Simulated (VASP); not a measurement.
Here is a VASP 6.6.1 calculation.

File INCAR:

```
SYSTEM = Pd
PREC = Accurate
ENCUT = 520
EDIFF = 1E-6
ISMEAR = 0
SIGMA = 0.1
LREAL = .False.
LASPH = .True.
NELM = 100
ALGO = Normal
ISIF = 2
LWAVE = .False.
LCHARG = .True.
GGA = PS
LELF = .True.
LVHAR = .True.
LVACPOTAV = .True.
```

Contents of KPOINTS:

```
regular mesh
0
Gamma
  12 8 1
  0 0 0
```

Contents of POSCAR:

```
Pd
1.0
    3.8910000000      0.0000000000      0.0000000000
    0.0000000000      2.7513524856      0.0000000000
    0.0000000000      0.0000000000     25.0054099424
Pd
9
Direct
    0.0000000000      0.0000000000      0.2799394218
    0.5000000000      0.5000000000      0.3349545663
    0.0000000000      0.0000000000      0.3899697109
    0.5000000000      0.5000000000      0.4449848554
    0.0000000000      0.0000000000      0.5000000000
    0.5000000000      0.5000000000      0.5550151446
    0.0000000000      0.0000000000      0.6100302891
    0.5000000000      0.5000000000      0.6650454337
    0.0000000000      0.0000000000      0.7200605782
```

Potentials or basis: VASP PAW PBE potentials, release 64 (Pd).

Launch:

```console
$ cat potpaw_PBE.64/Pd/POTCAR > POTCAR
$ mpirun -np 1 vasp_std > vasp.out
```

Predict the largest force.

0.655 eV/Å.

What does it give for the band gap on the k mesh?

None (metal or under the smearing width).

Forces in eV/Å, atoms in the order of the input:
```
Pd   0.000  0.000  0.655
Pd   0.000  0.000 -0.467
Pd   0.000  0.000 -0.066
Pd   0.000  0.000  0.054
Pd   0.000  0.000  0.000
Pd   0.000  0.000 -0.054
Pd   0.000  0.000  0.066
Pd   0.000  0.000  0.467
Pd   0.000  0.000 -0.655
```

Caveat: the PAW data sets were made with another functional, which shifts forces and pressure a little.
